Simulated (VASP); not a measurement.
# PtSe2 (P-3m1) in VASP: further runs

The runs below take PtSe2 through relaxation of cell and atoms, single point, with PBEsol, RPBE.

Program: VASP 6.6.1. These are calculated values, not measurements. Logs are shortened: lines on timing, memory, paths and dates and some standing lists are left out, and cuts for length are marked.

## Step 1: The structure

It takes space group P-3m1 (No. 164, trigonal). Conventional cell: a = 3.717 Å, b = 3.717 Å, c = 5.820 Å, α = 90.00°, β = 90.00°, γ = 120.00°. Pt (site symmetry -3m) has 6 Se at 2.52 Å as nearest neighbours. Around Se (site symmetry 3m) lie 3 Pt at 2.52 Å.

The cell is a database's computed one.

## Step 2: Relaxation of cell and atoms, PBEsol

INCAR reads:

```
PREC = Accurate ; ENCUT = 600
EDIFF = 1E-7 ; ISMEAR = 0
SIGMA = 0.02 ; LREAL = F
LASPH = T ; NELM = 100
ALGO = Normal ; ISIF = 3
LWAVE = F ; LCHARG = F
GGA = PS ; IBRION = 2
NSW = 90 ; EDIFFG = -0.005
```

KPOINTS reads:

```
regular mesh
0
Gamma
  3 3 2
```

POSCAR reads:

```
PtSe2
1.0
    3.7173065500      0.0000000000      0.0000000000
   -1.8586532700      3.2192819000      0.0000000000
    0.0000000000      0.0000000000      5.8200740200
Pt Se
1 2
Direct
    0.0000000000      0.0000000000      0.0000000000
    0.6666666700      0.3333333300      0.7746118400
    0.3333333300      0.6666666700      0.2253881600
```

Potentials or basis: VASP PAW PBE potentials, release 64 (Pt, Se).

Started as:

```sh
cat potpaw_PBE.64/Pt/POTCAR potpaw_PBE.64/Se/POTCAR > POTCAR
mpirun -np 1 vasp_std > vasp.out
```

OUTCAR:

```text
PREC = Accurate
   ENCUT = 600
   EDIFF = 1E-7
   ISMEAR = 0
   LREAL = F
   LASPH = T
   NELM = 100
   ISIF = 3
   GGA = PS
   IBRION = 2
   NSW = 90
   EDIFFG = -0.005

 ion  position               nearest neighbor table
   1  0.000  0.000  0.000-   2 2.52   3 2.52   3 2.52   2 2.52   2 2.52   3 2.52
   2  0.667  0.333  0.775-   1 2.52   1 2.52   1 2.52
   3  0.333  0.667  0.225-   1 2.52   1 2.52   1 2.52

  LATTYP: Found a hexagonal cell.
 ALAT       =     3.7173065500
 C/A-ratio  =     1.5656696433

  Lattice vectors:

 A1 = (   3.7173065500,   0.0000000000,   0.0000000000)
 A2 = (  -1.8586532700,   3.2192819000,   0.0000000000)
 A3 = (   0.0000000000,   0.0000000000,   5.8200740200)

Analysis of symmetry for initial positions (statically):
=====================================================================
 Subroutine PRICEL returns:
 Original cell was already a primitive cell.

 Routine SETGRP: Setting up the symmetry group for a
 hexagonal supercell.

 Subroutine GETGRP returns: Found 12 space group operations
 (whereof 12 operations were pure point group operations)
 out of a pool of 24 trial point group operations.

The static configuration has the point symmetry D_3d.

Analysis of symmetry for dynamics (positions and initial velocities):
=====================================================================
 Subroutine PRICEL returns:
 Original cell was already a primitive cell.

 Routine SETGRP: Setting up the symmetry group for a
 hexagonal supercell.

 Subroutine GETGRP returns: Found 12 space group operations
 (whereof 12 operations were pure point group operations)
 out of a pool of 24 trial point group operations.

The dynamic configuration has the point symmetry D_3d.

 Subroutine INISYM returns: Found 12 space group operations
 (whereof 12 operations are pure point group operations),
 and found     1 'primitive' translations

----------------------------------------------------------------------------------------

                                     Primitive cell

  volume of cell :      69.6492

  direct lattice vectors                    reciprocal lattice vectors
     3.717306550  0.000000000  0.000000000     0.269011981  0.155314140  0.000000000
    -1.858653270  3.219281900  0.000000000     0.000000000  0.310628280  0.000000000
     0.000000000  0.000000000  5.820074020     0.000000000  0.000000000  0.171819121

  length of vectors
     3.717306550  3.717306542  5.820074020     0.310628280  0.310628280  0.171819121

  position of ions in fractional coordinates (direct lattice)
     0.000000000  0.000000000  0.000000000
     0.666666670  0.333333330  0.774611840
     0.333333330  0.666666670  0.225388160

  ion indices of the primitive-cell ions
   primitive index   ion index
                 1           1
                 2           2
                 3           3

----------------------------------------------------------------------------------------

 KPOINTS: regular mesh

Automatic generation of k-mesh.
 Grid dimensions read from file:
 generate k-points for:    3    3    2

 Generating k-lattice:

  Cartesian coordinates                     Fractional coordinates (reciprocal lattice)
     0.089670660  0.051771380  0.000000000     0.333333333 -0.000000000  0.000000000
     0.000000000  0.103542760  0.000000000     0.000000000  0.333333333  0.000000000
     0.000000000  0.000000000  0.085909560     0.000000000  0.000000000  0.500000000

  Length of vectors
     0.103542760  0.103542760  0.085909560

  Shift w.r.t. Gamma in fractional coordinates (k-lattice)
     0.000000000  0.000000000  0.000000000

 Subroutine IBZKPT returns following result:
 ===========================================

 Found      6 irreducible k-points:

 Following reciprocal coordinates:
            Coordinates               Weight
  0.000000  0.000000  0.000000      1.000000
  0.333333 -0.000000  0.000000      6.000000
  0.333333  0.333333  0.000000      2.000000
  0.000000  0.000000  0.500000      1.000000
  0.333333 -0.000000  0.500000      6.000000
  0.333333  0.333333  0.500000      2.000000
   k-points           NKPTS =      6   k-points in BZ     NKDIM =      6   number of bands    NBANDS=     15
   number of dos      NEDOS =    301   number of ions     NIONS =      3
   total plane-waves  NPLWV =  43200
   dimension x,y,z NGX =    30 NGY =   30 NGZ =   48
   dimension x,y,z NGXF=    60 NGYF=   60 NGZF=   96
   ions per type =               1   2
   NGX,Y,Z   is equivalent  to a cutoff of  13.42, 13.42, 13.71 a.u.
   NGXF,Y,Z  is equivalent  to a cutoff of  26.83, 26.83, 27.42 a.u.
 SYSTEM =  unknown system
   PREC   = accura    normal or accurate (medium, high low for compatibility)
   ISTART =      0    job   : 0-new  1-cont  2-samecut
   ICHARG =      2    charge: 1-file 2-atom 10-const
   ISPIN  =      1    spin polarized calculation?
   LNONCOLLINEAR =      F non collinear calculations
   LSORBIT =      F    spin-orbit coupling
   LASPH  =      T    aspherical Exc in radial PAW
   ENCUT  =  600.0 eV  44.10 Ry    6.64 a.u.   7.42  7.42 11.62*2*pi/ulx,y,z
   NELM   =    100;   NELMIN=  2; NELMDL= -5     # of ELM steps
   EDIFF  = 0.1E-06   stopping-criterion for ELM
   LREAL  =      F    real-space projection
   EDIFFG = -.5E-02   stopping-criterion for IOM
   NSW    =     90    number of steps for IOM
   IBRION =      2    ionic relax: 0-MD 1-quasi-New 2-CG
   NFREE  =      1    steps in history (QN), initial steepest desc. (CG)
   ISIF   =      3    stress and relaxation
   ISYM   =      2    0-nonsym 1-usesym 2-fastsym
   POTIM  = 0.5000    time-step for ionic-motion
   TEBEG  =    0.0;   TEEND  =   0.0 temperature during run
   PSTRESS=    0.0 pullay stress
   NELECT =      22.0000    total number of electrons
   NUPDOWN=      -1.0000    fix difference up-down
   EMIN   =  10.00;   EMAX   =-10.00  energy-range for DOS
   EFERMI =   0.00;   METHOD = LEGACY
   ISMEAR =     0;   SIGMA  =   0.02  broadening in eV -4-tet -1-fermi 0-gaus
   EFERMI_NEDOS =   21; number of points for ismear=-14 and -15
   IALGO  =     38    algorithm
   IMIX   =      4    mixing-type and parameters
     AMIX     =   0.40;   BMIX     =  1.00
     AMIX_MAG =   1.60;   BMIX_MAG =  1.00
  volume/ion in A,a.u.               =      23.22       156.67
  Fermi-wavevector in a.u.,A,eV,Ry     =   1.114920  2.106894 16.912680  1.243047
  Thomas-Fermi vector in A             =   2.251520
   LORBIT       =      0    0 simple, 1 ext, 2 COOP (PROOUT), +10 PAW based schemes
   GGA     = PS    functional components
   LHFCALC =     F    Hartree Fock is set to
   AEXX    =    0.0000 exact exchange contribution
   IVDW    =     0    specifies the selected vdW correction
   LEPSILON=     F    determine dielectric tensor
   LRPA    =     F    only Hartree local field effects (RPA)
 conjugate gradient relaxation of ions
 non-spin polarized calculation
 Gauss-broadening in eV      SIGMA  =   0.02
  energy-cutoff  :      600.00
  volume of cell :       69.65
 maximum number of plane-waves:      2376
 NGX is ok and might be reduce to    30
   NGX = 15   NGY = 15   NGZ = 23

--------------------------------------- Ionic step        1  -------------------------------------------

 number of electron      21.9999997 magnetization

 Free energy of the ion-electron system (eV)
  ---------------------------------------------------
  ext. energy  EPLUGINS =         0.00000000
  ---------------------------------------------------
  free energy    TOTEN  =       -15.93090448 eV

  energy without entropy =      -15.93090448  energy(sigma->0) =      -15.93090448

 E-fermi :   4.5402     XC(G=0):  -9.9714

 val. band max:        4.4248366946   @ k =   0.0000   0.0000   0.0000
 cond. band min:       5.1484591279   @ k =   0.3333   0.3333   0.0000
 fundamental gap:      0.7236224334
 Fermi energy:         4.5402075353

 k-point     1 :       0.0000    0.0000    0.0000
  band No.  band energies     occupation
      1     -10.2884      2.00000
      2      -8.2149      2.00000
      3      -1.7248      2.00000
      4      -1.2515      2.00000
      5      -1.2515      2.00000
      6       1.0309      2.00000
      7       1.0309      2.00000
      8       2.3709      2.00000
      9       3.9343      2.00000
     10       3.9343      2.00000
     11       4.4248      2.00000
     12       6.7246      0.00000
     13       6.7246      0.00000
     14       8.5488      0.00000
[... 193 lines left out ...]
  FREE ENERGIE OF THE ION-ELECTRON SYSTEM (eV)
  ---------------------------------------------------
  free  energy   TOTEN  =       -15.9423048449 eV

  energy  without entropy=      -15.9423048449  energy(sigma->0) =      -15.94230484

 E-fermi :   4.8693     XC(G=0): -10.0709

 val. band max:        4.7392437116   @ k =   0.0000   0.0000   0.0000
 cond. band min:       5.4033404633   @ k =   0.3333   0.3333   0.0000
 fundamental gap:      0.6640967517
 Fermi energy:         4.8693388424

 k-point     1 :       0.0000    0.0000    0.0000
  band No.  band energies     occupation
      1     -10.2391      2.00000
      2      -7.9593      2.00000
      3      -1.5830      2.00000
      4      -1.2499      2.00000
      5      -1.2499      2.00000
      6       1.1549      2.00000
      7       1.1549      2.00000
      8       2.6453      2.00000
      9       4.0990      2.00000
     10       4.0990      2.00000
     11       4.7392      2.00000
     12       7.0111      0.00000
     13       7.0111      0.00000
     14       8.8996      0.00000
[... 77 lines left out ...]
      2      -8.3908      2.00000
      3      -1.2730      2.00000
      4      -1.0496      2.00000
      5      -1.0496      2.00000
      6       0.6057      2.00000
      7       0.6057      2.00000
      8       1.4842      2.00000
      9       1.5151      2.00000
     10       2.8631      2.00000
     11       2.8631      2.00000
     12       6.5551      0.00000
     13       6.5551      0.00000
     14      11.2378      0.00000
     15      11.8008      0.00000

[... ionic steps 4 to 22 ...]

--------------------------------------- Ionic step       23  -------------------------------------------

 number of electron      21.9999999 magnetization

------------------------ aborting loop because EDIFF is reached ----------------------------------------
[... 69 lines left out ...]
--------------------------------------- Ionic step       25  -------------------------------------------

 number of electron      22.0000000 magnetization

 Free energy of the ion-electron system (eV)
  ---------------------------------------------------
  ext. energy  EPLUGINS =         0.00000000
  ---------------------------------------------------
  free energy    TOTEN  =       -15.95271961 eV

  energy without entropy =      -15.95271961  energy(sigma->0) =      -15.95271961

 E-fermi :   5.5719     XC(G=0): -10.3270

 val. band max:        5.4227597540   @ k =   0.0000   0.0000   0.0000
 cond. band min:       5.6765283005   @ k =   0.3333   0.3333   0.0000
 fundamental gap:      0.2537685465
 Fermi energy:         5.5718653778

 k-point     1 :       0.0000    0.0000    0.0000
  band No.  band energies     occupation
      1      -9.8996      2.00000
      2      -7.4894      2.00000
      3      -1.3328      2.00000
      4      -0.8572      2.00000
      5      -0.8572      2.00000
      6       1.5449      2.00000
      7       1.5449      2.00000
      8       2.9959      2.00000
      9       4.4985      2.00000
     10       4.4985      2.00000
     11       5.4228      2.00000
     12       7.2831      0.00000
     13       7.2831      0.00000
     14       9.3964      0.00000
[... 119 lines left out ...]
  FREE ENERGIE OF THE ION-ELECTRON SYSTEM (eV)
  ---------------------------------------------------
  free  energy   TOTEN  =       -15.9527196068 eV

  energy  without entropy=      -15.9527196068  energy(sigma->0) =      -15.95271961

 reached required accuracy - stopping structural energy minimisation
```

Wall time 3 min (1 thread of Intel Xeon Platinum 8259CL at 2.50GHz (Skylake/Cascade Lake), shared host); peak memory 0.2 GiB.

What came out:

```
Free energy                            : -15.9527 eV
Relaxed volume                         : 21.88 Å³/atom
Relaxed cell                           : a = 3.727 Å, b = 3.727 Å, c = 5.457 Å, α = 90.00°, β = 90.00°, γ = 120.00°
Space group after relaxing (to 0.05 Å) : P-3m1 (No. 164)
Energy gained by relaxing              : 7.3 meV/atom
Ionic steps                            : 25
Pressure after relaxing                : 0.0 GPa
Band gap on the k mesh                 : 0.25 eV, indirect (least direct gap 1.86 eV)
```

The path:
```
step  energy change (eV)  largest force (eV/Å)  pressure (GPa)  volume (Å³)
   1              0.0000                0.3495           -2.17        69.65
   2              0.0157                0.4921            4.16        66.53
   3             -0.0114                0.0339            0.16        68.39
   4             -0.0142                0.0071            0.03        68.41
   5             -0.0155                0.0611           -0.14        68.43
   6             -0.0161                0.0739           -0.03        68.21
   7             -0.0174                0.1124            0.32        67.56
   8             -0.0179                0.1902            1.09        66.27
   9             -0.0181                0.1682            0.87        66.64
  10             -0.0182                0.1667            0.86        66.62
  11             -0.0184                0.1620            0.83        66.57
  12             -0.0189                0.1525            0.78        66.45
  13             -0.0198                0.1337            0.68        66.22
  14             -0.0210                0.0965            0.50        65.76
  15             -0.0211                0.0235            0.20        64.84
  16             -0.0214                0.0567            0.33        65.24
  17             -0.0216                0.0445            0.21        65.37
  18             -0.0217                0.0200           -0.02        65.62
  19             -0.0217                0.0179           -0.04        65.65
  20             -0.0217                0.0185           -0.03        65.64
  21             -0.0217                0.0170           -0.02        65.64
  22             -0.0218                0.0123            0.00        65.63
  23             -0.0218                0.0028            0.04        65.61
  24             -0.0218                0.0059            0.02        65.61
  25             -0.0218                0.0008           -0.02        65.63
```

Final structure:
```xyz
3
Lattice="3.7266 0.0000 0.0000 -1.8633 3.2273 0.0000 0.0000 0.0000 5.4568" Properties=species:S:1:pos:R:3 pbc="T T T"
Pt    0.0000    0.0000    0.0000
Se    1.8633    1.0758    4.1840
Se    0.0000    2.1515    1.2728
```

Caveat: the k mesh is coarse (spacing up to 0.65 Å⁻¹), so the values aren't converged; the PAW data sets were made with another functional, which shifts forces and pressure a little; spin-orbit coupling is left out, which moves the levels of the heavy elements; an odd mesh through Γ misses points on the zone boundary, where band edges often lie; this functional lacks dispersion, which binds the layers, so the pressure and a relaxed spacing across them are unreliable.

[end of part 1 of 3]
